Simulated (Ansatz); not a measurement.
input.yaml (Ansatz)

```yaml
crystal:
  lattice:
    - [0.0, 2.3735850402, 2.3735850402]
    - [2.3735850402, 0.0, 2.3735850402]
    - [2.3735850402, 2.3735850402, 0.0]
  atoms:
    - { symbol: Hg, position: [0.0, 0.0, 0.0] }
hamiltonian:
  xc: r2scan
  pseudopotentials:
    kind: paw
    azcp:
      Hg: "pseudopotentials/Hg.paw.azcp"
basis:
  ecutwfc: 500
  fft_grid_basis: typed
kpoints:
  mp_grid: { grid: [13, 13, 13], shift: [0, 0, 0] }
magnetization:
  spin_polarized: false
scf:
  occupations: { method: fermi_dirac, width: 0.1 }
  lower_state_search: "off"
output:
  stress: true
```

Terminal output

```
Engine: ansatz 0.2.0, x86_64-unknown-linux-gnu
Pseudopotentials: kind: paw
Pseudopotential: Hg, paw, valence charge 20, recommended cutoff 500 eV (meta_gga) 
Functional definition: r2SCAN
  parameter k0 = 0.174
  parameter k1 = 0.065
  parameter a1 = 4.9479
  exchange = r2scan_x(k0 = k0, k1 = k1, a1 = a1)
  correlation = r2scan_c
Crystal: 1 atoms, lattice volume = 26.745 Å³
Basis set: ecut = 500 eV, 645 PW (Γ), exchange–correlation on 100×100×100 points (64 copies of the dense FFT grid, shifted against one another)
Bands: 14, of which v1, the nominal top of the filled ones, is band 10 counted from 1 (9 counted from 0)
Symmetry: 48 space group operations
Space group: Fm-3m (ITA 225), of the structure as read, at distance tolerance 3.0e-5 Å
k-points: 84 of 2197
Non-local potential: Hg, projectors of the file, l = 0: 3, l = 1: 2, l = 2: 2, l = 3: 1
PAW form: soft (Blöchl's): semilocal exchange-correlation on the pseudo side does not see the compensation charge
PAW frozen core: Hg, regenerated for the run's functional (the file was generated under x = pbe(κ = 0.804, μ = 0.2195149727645171), c = pbe(β = 0.06672455060314922))
PAW one-centre angular grid: Hg, 590 points (default); XC on 160 Gauss nodes
Initial density: superposition of atomic densities (neutral atoms: chi_scale 0, normalization atom), corrected by the library's trained network
Initial wavefunctions: pseudopotential atomic-orbital guess
Functional: x = r2scan, c = r2scan; τ floored in thin density (d = 2e-4 eV/Å³)
SCF iter   1: F=-13827.802193 eV  HF=-13827.817044 eV  |F-HF|=1.49e-2  |Δ(HF+E_count)|=         —  Δρ=8.22e-3  dr2=2.37e-2  dr2_τ=1.06e-3  ethr=1.77e-3  ⟨swp⟩=5.4  Hψ=6535  notcnv=0
SCF iter   2: F=-13827.809026 eV  HF=-13827.812484 eV  |F-HF|=3.46e-3  |Δ(HF+E_count)|=   4.56e-3  Δρ=4.35e-3  dr2=7.02e-3  dr2_τ=3.02e-4  ethr=1.18e-4  ⟨swp⟩=1.1  Hψ=2196  notcnv=0
SCF iter   3: F=-13827.811230 eV  HF=-13827.811165 eV  |F-HF|=6.51e-5  |Δ(HF+E_count)|=   1.32e-3  Δρ=5.28e-4  dr2=4.75e-5  dr2_τ=1.14e-5  ethr=3.51e-5  ⟨swp⟩=2.0  Hψ=2030  notcnv=0
SCF iter   4: F=-13827.811230 eV  HF=-13827.811232 eV  |F-HF|=2.00e-6  |Δ(HF+E_count)|=   6.68e-5  Δρ=1.39e-4  dr2=4.08e-6  dr2_τ=3.82e-7  ethr=2.38e-7  ⟨swp⟩=2.1  Hψ=2001  notcnv=0
iter 5 did not close the SCF: its close was put off for the readings that it lacked (scf_convergence_deferred on its scf_iter line)
SCF iter   5: F=-13827.811232 eV  HF=-13827.811232 eV  |F-HF|=4.51e-8  |Δ(HF+E_count)|=   3.27e-7  Δρ=1.29e-5  dr2=3.25e-8  dr2_τ=1.45e-8  ethr=2.04e-8  ⟨swp⟩=2.0  Hψ=1689  notcnv=0
SCF iter   6: F=-13827.811232 eV  HF=-13827.811232 eV  |F-HF|=1.56e-9  |Δ(HF+E_count)|=   5.76e-8  Δρ=2.53e-6  dr2=8.10e-10  dr2_τ=1.77e-10  ethr=1.63e-10  ⟨swp⟩=2.0  Hψ=4004  notcnv=0
SCF 1 converged in 6 iterations: F = -13827.811232 eV  dr2 = 8.10e-10
SCF converged after 6 iterations
Free energy (F): -13827.811232 eV
Harris-Foulkes:  -13827.811232 eV  (|F-HF|=1.56e-9)
Internal energy: -13827.803184 eV  (E = F + TS)
E sigma→0 (E₀):  -13827.807208 eV
Entropy (-TS):   -0.008048 eV (-8.048 meV/atom)
Fermi energy:    12.222099 eV
--- Per-component energies (eV) ---
  E_band       = -448.746237
  E_kinetic    = 605.343228
  E_local      = -2694.453422  (includes V_loc(G=0)·N_el)
  E_nonlocal   = 74.119623
  E_hartree    = 1149.713298
  E_xc         = -208.373447
  E_vxc        = -290.191019  (∫ρ·V_xc dr)
  E_paw        = -9972.540965  (= ΣΔE_a)
  E_vpaw       = -463.245686  (= ΣTr[D̂ρ^β])
  E_aug_tail   = 0.000376  (compensation charges beyond the density's cutoff)
  E_vtau       = 20.254698  (kinetic-family band-sum trace: ∫τ·v_τ [+ j·A + Jᵃ·Aᵃ] dr)
  E_ewald      = -2781.462948
  E_core_change = -0.148928  (= ΣΔE_core)
  E_smearing   = -0.008048  (= −TS)
  E_closure    = 0.000000  (closes the sum)
  Σ components = -13827.811232   (vs F -13827.811232, Δ=0.00e0)
--- Stress (GPa, compression-positive) ---
        0.252318      -0.000000       0.000000
       -0.000000       0.252318       0.000000
        0.000000       0.000000       0.252318
  P = ⅓ Tr σ = 0.2523 GPa (2.523 kbar)
```

Launched by

```sh
ansatz run input.yaml --threads 1 --pin off --max-ram 3584MiB --backend cpu --events-out ev --progress --plain --runs-dir out
```

On 1 thread of Intel(R) Xeon(R) Platinum 8259CL CPU @ 2.50GHz (Skylake/Cascade Lake) (shared host) this took about 4.2 s of wall time and 4.2 s of CPU time.
